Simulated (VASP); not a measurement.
GeSe: band structure with PBE0

GeSe:

```
Ge Se
1.0
    10.96571    0.00000    0.00000
     0.00000    3.88283    0.00000
     0.00000    0.00000    4.42002
Ge Se
4 4
Direct
  0.12339 0.75000 0.88748
  0.62339 0.75000 0.61252
  0.37661 0.25000 0.38748
  0.87661 0.25000 0.11252
  0.85489 0.75000 0.50187
  0.35489 0.75000 0.99813
  0.64511 0.25000 0.00187
  0.14511 0.25000 0.49813
```

* Program: VASP 6.6.1
* Task: band structure
* Functional: PBE0
* Potentials or basis: VASP PAW PBE potentials, release 64 (Ge_d, Se)
* Cutoff: 520 eV
* k mesh: 2 × 4 × 4
* Occupations: gaussian, width 0.03 eV
* Spin: no spin polarisation
* Grid for exact exchange (PRECFOCK): Fast
* Exchange at q = 0: truncated
* Further INCAR settings: ALGO = Normal; EDIFF = 1e-07; NBANDS = 50

```
Pressure                : -1.3 GPa
Largest force           : 0.343 eV/Å
Band gap on the k mesh  : 2.13 eV, direct
Band gap along the path : 2.13 eV, direct
```

Forces on the atoms (eV/Å):
```
Ge   0.266  0.000 -0.217
Ge   0.266  0.000  0.217
Ge  -0.266  0.000 -0.217
Ge  -0.266  0.000  0.217
Se  -0.228  0.000 -0.220
Se  -0.228  0.000  0.220
Se   0.228  0.000 -0.220
Se   0.228  0.000  0.220
```

Stress tensor (GPa, compression positive):
```
-1.00  0.00  0.00
 0.00 -1.44  0.00
 0.00  0.00 -1.49
```

Levels at points of the mesh, in eV from the valence-band top:
```csv
k point,band 36,band 37,band 38,band 39,band 40,band 41,band 42,band 43,band 44,band 45
"(0.00, 0.00, 0.00)",-1.85,-1.40,-0.98,-0.72,0.00,2.13,4.25,4.27,4.31,4.67
"(0.50, 0.00, 0.00)",-2.06,-1.73,-1.73,-0.29,-0.29,3.91,3.91,3.99,3.99,5.16
"(0.00, 0.50, 0.00)",-1.89,-1.25,-1.25,-1.03,-1.03,2.58,2.58,2.64,2.64,3.27
"(0.50, 0.50, 0.00)",-2.32,-1.36,-1.36,-1.36,-1.36,2.95,2.95,2.95,2.95,3.58
"(0.00, 0.00, 0.50)",-1.37,-0.66,-0.66,-0.09,-0.09,2.65,2.65,3.40,3.40,3.68
"(0.50, 0.00, 0.50)",-1.91,-0.31,-0.31,-0.22,-0.22,2.68,2.68,3.42,3.42,3.76
"(0.00, 0.50, 0.50)",-3.47,-2.22,-2.22,-1.48,-1.48,4.47,4.47,4.91,4.91,6.65
"(0.50, 0.50, 0.50)",-4.17,-1.44,-1.44,-1.44,-1.44,4.13,4.13,4.13,4.13,6.73
```

Run time: 73 min on 4 MPI ranks on Intel(R) Xeon(R) Platinum 8488C (Sapphire Rapids), on a shared host, peak memory 0.65 GiB a rank.

Caveat: the PAW data sets were made with another functional, which shifts forces and pressure a little.
